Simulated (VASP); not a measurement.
**PbS: elastic constants with PBEsol**

PbS:

```
CELL_PARAMETERS angstrom
3.57902 0.00000 0.00000
0.00000 3.57902 0.00000
0.00000 0.00000 3.57902
ATOMIC_POSITIONS crystal
Pb 0.00000 0.00000 0.00000
S 0.50000 0.50000 0.50000
```

Measurements of this composition are mostly on another form, of space group No. 225.

```
Program                   : VASP 6.6.1
Task                      : elastic constants
Functional                : PBEsol
Potentials or basis       : VASP PAW PBE potentials, release 64 (Pb_d, S)
Cutoff                    : 600 eV
k mesh                    : 8 × 8 × 8
Occupations               : gaussian, width 0.05 eV
Spin                      : no spin polarisation
Dipole correction         : no
Ions in elastic constants : relaxed
Further INCAR settings    : ALGO = Fast; EDIFF = 1e-08; NBANDS = 17; IBRION = 6; POTIM = 0.015; NSW = 1; ISIF = 3
```

* Elastic constants C11, C12, C44: 130, 34, 7 GPa
* Voigt bulk modulus: 66 GPa
* Highest phonon frequency at Γ, LO-TO splitting left out: 1 cm⁻¹
* Most unstable mode: 86i cm⁻¹

Phonon frequencies in cm⁻¹ (negative: imaginary):
| q point | frequencies |
| --- | --- |
| (0.000, 0.000, 0.000) | -86 -86 -86 1 1 1 |

Elastic tensor in Voigt notation (GPa, in the Cartesian axes of the cell as first typed):
```
130  34  34   0   0   0
 34 130  34   0   0   0
 34  34 130   0   0   0
  0   0   0   7   0   0
  0   0   0   0   7   0
  0   0   0   0   0   7
```

Clamped-ion elastic tensor (GPa):
```
130  34  34   0   0   0
 34 130  34   0   0   0
 34  34 130   0   0   0
  0   0   0   7   0   0
  0   0   0   0   7   0
  0   0   0   0   0   7
```

Run time: 17 min on 1 thread of Intel(R) Xeon(R) Platinum 8488C (Sapphire Rapids), on a shared host, peak memory 0.38 GiB.

Caveat: some modes are imaginary; the PAW data sets were made with another functional, which shifts forces and pressure a little. The run has no spin-orbit coupling, so splittings on Pb are missing.
